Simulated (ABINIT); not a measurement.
Crystal: PbF2 (Fluorocronite).

```xyz
3
Lattice="0.0000 2.9637 2.9637 2.9637 0.0000 2.9637 2.9637 2.9637 0.0000" Properties=species:S:1:pos:R:3 pbc="T T T"
Pb    0.0000    0.0000    0.0000
F     4.4455    4.4455    4.4455
F     1.4818    1.4818    1.4818
```

Base run:

| Property | Result |
| --- | --- |
| Program | ABINIT 10.8.3 (patched build) |
| Functional | LDA |
| Potentials or basis | JTH PAW LDA v2.0 sp |
| Cutoff | 517 eV |
| k mesh | 6 × 6 × 6 |
| Occupations | fermi-dirac, width 0.05 eV |
| Spin | no spin polarisation |

Its results: band gap on the k mesh 4.23 eV, indirect (least direct gap 4.40 eV).

The run is repeated on the same cell with these changes: potentials or basis from JTH PAW LDA v2.0 sp to PseudoDojo NC SR LDA v0.4.1 standard; cutoff from 517 eV to 952 eV; valence electrons from 18 to 28. What comes out?

Band gap on the k mesh 4.29 eV, indirect (least direct gap 4.43 eV).

Caveats: spin-orbit coupling is left out, which as a rule narrows the gap of such compounds by several tenths of an eV; this set keeps more shells in the core, which shifts pressures and gaps (some runs).

A k mesh can miss the band edges.
